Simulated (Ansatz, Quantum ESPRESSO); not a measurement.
# 2 layers of Li in Mo(110), on the host's sites: ballistic transmission, part 3 of 5

Wanted: the transmission near the Fermi level and the conductance of this junction: 2 layers of Li in Mo(110), on the host's sites.

Quantum ESPRESSO 7.5; plane-wave DFT, PBEsol, GBRV ultrasoft pseudopotentials; cross-check by Ansatz 0.2.0 with PAW datasets.

So far. Step 3 (The open system): The run is unpolarised; a magnetic state was not tried, may lie lower and would change T. Step 3 (The open system): At no point does T exceed the number of channels.

**4. Transmission with pwcond.x, with epsproj = 0.001**

Level of this step: transmission by pwcond, lead and junction from one cell; plane-wave DFT, PBEsol, GBRV ultrasoft pseudopotentials (Quantum ESPRESSO).

How much does a setting matter? One run is repeated with a change.

cond.w.in reads:

```
&inputcond
  outdir = './out'
  prefixt = 'scf'
  tran_file = 'cond.w.dat'
  bdl = 1.4142135633
  bds = 13.1381463671
  ikind = 1
  ewind = 4.0
  epsproj = 0.001
  nz1 = 7
  energy0 = 0.4
  denergy = -0.4
/
21
  0.00000000 0.00000000 0.01562500
  0.00000000 0.12500000 0.03125000
  0.00000000 0.25000000 0.03125000
  0.00000000 0.37500000 0.03125000
  0.00000000 0.50000000 0.01562500
  0.12500000 0.00000000 0.06250000
  0.12500000 0.25000000 0.06250000
  0.12500000 0.37500000 0.06250000
  0.12500000 0.50000000 0.06250000
  0.25000000 0.00000000 0.06250000
  0.25000000 0.12500000 0.03125000
  0.25000000 0.37500000 0.06250000
  0.25000000 0.50000000 0.06250000
  0.25000000 0.62500000 0.03125000
  0.37500000 0.00000000 0.06250000
  0.37500000 0.12500000 0.06250000
  0.37500000 0.50000000 0.06250000
  0.37500000 0.62500000 0.06250000
  0.50000000 0.00000000 0.03125000
  0.50000000 0.12500000 0.06250000
  0.50000000 0.25000000 0.03125000
3
```

Started as:

```
$ OMP_NUM_THREADS=1 mpirun -n 4 pwcond.x -in cond.w.in > cond.w.out
```

Output:

```text
[banner, memory and clock lines left out]
Program PWCOND v.7.5 starts
[citation notice left out]

[...]
./out/scf.save/

[...]
negative rho (up, down):  6.276E-04 0.000E+00
     Reading collected, re-writing distributed wavefunctions

===== INPUT FILE containing all the regions =====

     GEOMETRY:

     lattice parameter (alat)  =       5.9715  a.u.
     the volume                =    1978.2307 (a.u.)^3
     the cross section         =      25.2149 (a.u.)^2
     l of the unit cell        =      13.1381 (alat)
     number of atoms/cell      =           18
     number of atomic types    =            2

     crystal axes: (cart. coord. in units of alat)
               a(1) = (  1.0000  0.0000  0.0000 )
               a(2) = (  0.5000  0.7071  0.0000 )
               a(3) = (  0.0000  0.0000 13.1381 )

   Cartesian axes

     site n.     atom                  positions (alat units)
          1        Mo     tau(  1)=(  0.0000  0.0000 13.1381  )
          2        Mo     tau(  2)=(  0.5000  0.0000  0.7071  )
          3        Mo     tau(  3)=(  0.0000  0.0000  1.4142  )
          4        Mo     tau(  4)=(  0.5000  0.0000  2.1213  )
          5        Mo     tau(  5)=(  0.0000  0.0000  2.8284  )
          6        Mo     tau(  6)=(  0.5000  0.0000  3.5355  )
          7        Mo     tau(  7)=(  0.0000  0.0000  4.2426  )
          8        Mo     tau(  8)=(  0.5000  0.0000  4.9497  )
          9        Li     tau(  9)=(  0.0000  0.0000  5.7594  )
         10        Li     tau( 10)=(  0.5000  0.0000  6.6716  )
         11        Mo     tau( 11)=(  0.0000  0.0000  7.4813  )
         12        Mo     tau( 12)=(  0.5000  0.0000  8.1884  )
         13        Mo     tau( 13)=(  0.0000  0.0000  8.8955  )
         14        Mo     tau( 14)=(  0.5000  0.0000  9.6026  )
         15        Mo     tau( 15)=(  0.0000  0.0000 10.3097  )
         16        Mo     tau( 16)=(  0.5000  0.0000 11.0168  )
         17        Mo     tau( 17)=(  0.0000  0.0000 11.7239  )
         18        Mo     tau( 18)=(  0.5000  0.0000 12.4310  )

     nr1s                      =           25
     nr2s                      =           24
     nr3s                      =          320
     nr1sx                     =           25
     nr2sx                     =           24
     nr3sx                     =          320
     nr1                       =           27
     nr2                       =           24
     nr3                       =          360
     nr1x                      =           27
     nr2x                      =           24
     nr3x                      =          360

 _______________________________
  Radii of nonlocal spheres:

     type       ibeta     ang. mom.          radius (alat units)
       Mo         1         0                    0.3744
       Mo         2         0                    0.3744
       Mo         3         1                    0.3744
       Mo         4         1                    0.3744
       Mo         5         2                    0.3744
       Mo         6         2                    0.3744
       Li         1         0                    0.3376
       Li         2         0                    0.3376
       Li         3         0                    0.3376
       Li         4         1                    0.3376
       Li         5         1                    0.3376
----- General information -----

--- T calc. with identical leads (ikind=1) ---

     nrx                       =           25
     nry                       =           24
     nz1                       =            7

     energy0               =         4.0E-01
     denergy               =        -4.0E-01
     nenergy               =          3
     ecut2d                =         4.0E+01
     ewind                 =         4.0E+00
     epsproj               =         1.0E-03

     number of k_|| points=   21
                       cryst. coord.
        k(    1) = (   0.0000000   0.0000000), wk =   0.0156250
        k(    2) = (   0.0000000   0.1250000), wk =   0.0312500
[...]
k(   21) = (   0.5000000   0.2500000), wk =   0.0312500
----- Information about left/right lead -----

     nocros                   =           18
     noins                    =           18
     norb                     =           54
     norbf                    =          288
     nrz                      =           34

      iorb      type   ibeta   ang. mom.   m       position (alat)
        1        1       1        0        1   taunew(   1)=(  0.0000  0.0000  0.0000)
        2        1       2        0        1   taunew(   2)=(  0.0000  0.0000  0.0000)
[...]
54        1       6        2        5   taunew(  54)=(  0.0000  0.0000  1.4142)
    k slab    z(k)  z(k+1)     crossing(iorb=1,norb)
    1   0.0000 0.0416 0.0416   111111111111111111000000000000000000000000000000000000
    2   0.0416 0.0832 0.0416   111111111111111111000000000000000000000000000000000000
[...]
34   1.3726 1.4142 0.0416   000000000000000000000000000000000000111111111111111111
----- Information about scattering region -----

     noins                    =          252
     norb                     =          288
     norbf                    =          288
     nrz                      =          286

      iorb      type   ibeta   ang. mom.   m       position (alat)
        1        1       1        0        1   taunew(   1)=(  0.0000  0.0000 -0.0000)
        2        1       2        0        1   taunew(   2)=(  0.0000  0.0000 -0.0000)
[...]
288        1       6        2        5   taunew( 288)=(  0.0000  0.0000 11.7239)
 ngper, shell number =           83          21
 ngper, n2d =           83          47
---  E-Ef =    0.4000000  k =    0.0000000   0.0000000
---  ie =          1  ik =          1
 Nchannels of the left tip =            2
 Right moving states:
   k1(2pi/a)   k2(2pi/a)   E-Ef (eV)
  -0.2029226   0.0000171   0.4000000
   0.4170504   0.0000060   0.4000000
 Left moving states:
   k1(2pi/a)   k2(2pi/a)   E-Ef (eV)
   0.2029226   0.0000171   0.4000000
  -0.4170504   0.0000060   0.4000000

 to transmit
 Band j to band i transmissions and reflections:
    j         i     |T_ij|^2    |R_ij|^2

    1 -->     1     0.15611     0.84389
    1 -->     2     0.00000     0.00000
   Total T_j, R_j =    0.15611  0.84389

    2 -->     1     0.00000     0.00000
    2 -->     2     0.00000     1.00000
   Total T_j, R_j =    0.00000  1.00000

E-Ef(ev), T(x2 spins) =    0.4000000   0.3122184
---  E-Ef =    0.0000000  k =    0.0000000   0.0000000
---  ie =          2  ik =          1
 Nchannels of the left tip =            2
 Right moving states:
   k1(2pi/a)   k2(2pi/a)   E-Ef (eV)
  -0.2492543   0.0000185   0.0000000
   0.3625915   0.0000061   0.0000000
 Left moving states:
   k1(2pi/a)   k2(2pi/a)   E-Ef (eV)
   0.2492543   0.0000185   0.0000000
  -0.3625915   0.0000061   0.0000000

 to transmit
 Band j to band i transmissions and reflections:
    j         i     |T_ij|^2    |R_ij|^2

    1 -->     1     0.20779     0.79221
    1 -->     2     0.00000     0.00000
   Total T_j, R_j =    0.20779  0.79221

    2 -->     1     0.00000     0.00000
    2 -->     2     0.00000     1.00000
   Total T_j, R_j =    0.00000  1.00000

E-Ef(ev), T(x2 spins) =    0.0000000   0.4155807
---  E-Ef =   -0.4000000  k =    0.0000000   0.0000000
---  ie =          3  ik =          1
 Nchannels of the left tip =            2
 Right moving states:
   k1(2pi/a)   k2(2pi/a)   E-Ef (eV)
  -0.2959470   0.0000201  -0.4000000
   0.3002485   0.0000061  -0.4000000
 Left moving states:
   k1(2pi/a)   k2(2pi/a)   E-Ef (eV)
   0.2959471   0.0000201  -0.4000000
  -0.3002485   0.0000061  -0.4000000

 to transmit
 Band j to band i transmissions and reflections:
    j         i     |T_ij|^2    |R_ij|^2

    1 -->     1     0.26128     0.73872
    1 -->     2     0.00000     0.00000
   Total T_j, R_j =    0.26128  0.73872

    2 -->     1     0.00000     0.00000
    2 -->     2     0.00000     1.00000
   Total T_j, R_j =    0.00000  1.00000

E-Ef(ev), T(x2 spins) =   -0.4000000   0.5225504
 ngper, shell number =           81          44
 ngper, n2d =           81          45
[... further energies and points left out ...]
---  E-Ef =    0.4000000  k =    0.5000000   0.2500000
---  ie =          1  ik =         21
 Nchannels of the left tip =            1
 Right moving states:
   k1(2pi/a)   k2(2pi/a)   E-Ef (eV)
   0.3083065  -0.0000095   0.4000000
 Left moving states:
   k1(2pi/a)   k2(2pi/a)   E-Ef (eV)
  -0.3083065  -0.0000095   0.4000000

 to transmit
 Band j to band i transmissions and reflections:
    j         i     |T_ij|^2    |R_ij|^2

    1 -->     1     0.00001     0.99999
   Total T_j, R_j =    0.00001  0.99999

E-Ef(ev), T(x2 spins) =    0.4000000   0.0000193
---  E-Ef =    0.0000000  k =    0.5000000   0.2500000
---  ie =          2  ik =         21
 Nchannels of the left tip =            1
 Right moving states:
   k1(2pi/a)   k2(2pi/a)   E-Ef (eV)
   0.2222393  -0.0000100   0.0000000
 Left moving states:
   k1(2pi/a)   k2(2pi/a)   E-Ef (eV)
  -0.2222393  -0.0000100   0.0000000

 to transmit
 Band j to band i transmissions and reflections:
    j         i     |T_ij|^2    |R_ij|^2

    1 -->     1     0.00001     0.99999
   Total T_j, R_j =    0.00001  0.99999

E-Ef(ev), T(x2 spins) =    0.0000000   0.0000130
---  E-Ef =   -0.4000000  k =    0.5000000   0.2500000
---  ie =          3  ik =         21
 Nchannels of the left tip =            1
 Right moving states:
   k1(2pi/a)   k2(2pi/a)   E-Ef (eV)
   0.1103062  -0.0000108  -0.4000000
 Left moving states:
   k1(2pi/a)   k2(2pi/a)   E-Ef (eV)
  -0.1103062  -0.0000108  -0.4000000

 to transmit
 Band j to band i transmissions and reflections:
    j         i     |T_ij|^2    |R_ij|^2

    1 -->     1     0.00000     1.00000
   Total T_j, R_j =    0.00000  1.00000

E-Ef(ev), T(x2 spins) =   -0.4000000   0.0000069
   T_tot     0.40000      0.17341E+00
   T_tot     0.00000      0.50041E+00
   T_tot    -0.40000      0.32926E+00

[...]
```

Wall time 61 s (4 MPI ranks of Arm Neoverse V2, shared host); peak memory 0.27 GiB; 4.1 min of CPU time.

The changed values were drawn from a wide range, not chosen for quality; the comparison shows what they did here together.

Beside the run it was changed from:

| quantity | this run | unchanged run | difference |
| --- | --- | --- | --- |
| transmission at the Fermi level, one spin | 0.2502 | 0.2285 | 0.022 |
| lead channels at the Fermi level, one spin | 1 | 0.9688 | 0.031 |
| wall time (s) | 61 | 97 |  |

Over all energies T moves by up to 0.022, at 0 eV.

The physical values in this table move by up to 9.5 %.

(Part 3 of 5 ends here.)

[Logs are printed without paths, hosts, clocks, repeated set-up lines and the standing remarks that a program may print on its own settings, such as how far it seeks lower states.]

[Hosts, paths, dates, database ids (printed as entryN), source tags and the programs' standing remarks are cut or masked in the printed files.]

[Maps of the electrostatic potential energy from Ansatz leave out the sawtooth potential of an applied field or a dipole correction, so their vacuum need not be flat; planar profiles and work functions include it.]
